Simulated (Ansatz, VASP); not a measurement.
**BiTe in VASP and in Ansatz**

```
Bi Te
1.0
     0.00000    3.27757    3.27757
     3.27757    0.00000    3.27757
     3.27757    3.27757    0.00000
Bi Te
1 1
Direct
  0.00000 0.00000 0.00000
  0.50000 0.50000 0.50000
```

Alike in both runs: task single point; functional LDA; k mesh 7 × 7 × 7; occupations fermi-dirac, width 0.05 eV; no spin polarisation.

```csv
,VASP,Ansatz
version,VASP 6.6.1,Ansatz 0.2.0
potentials or method,"VASP PAW LDA potentials, release 64 (Bi_d, Te)",Ansatz PAW
plane-wave cutoff (eV),520,420
valence electrons in the cell,21,31
```

|  | VASP | Ansatz | Ansatz less VASP |
| --- | --- | --- | --- |
| gap on the k mesh at the Fermi level (eV) | none | none | - |
| pressure (GPa) | -4.2 | -4.2 | -0.03 |

A gap of «none» marks a metal or a gap that the smearing closes. The two sets of potentials don't hold the same shells in valence.

Caveats: spin-orbit coupling is left out, which moves the levels of the heavy elements; the PAW data sets come from PBE, with cores solved anew for the run's functional, which leaves a small shift of forces and pressure (Ansatz).
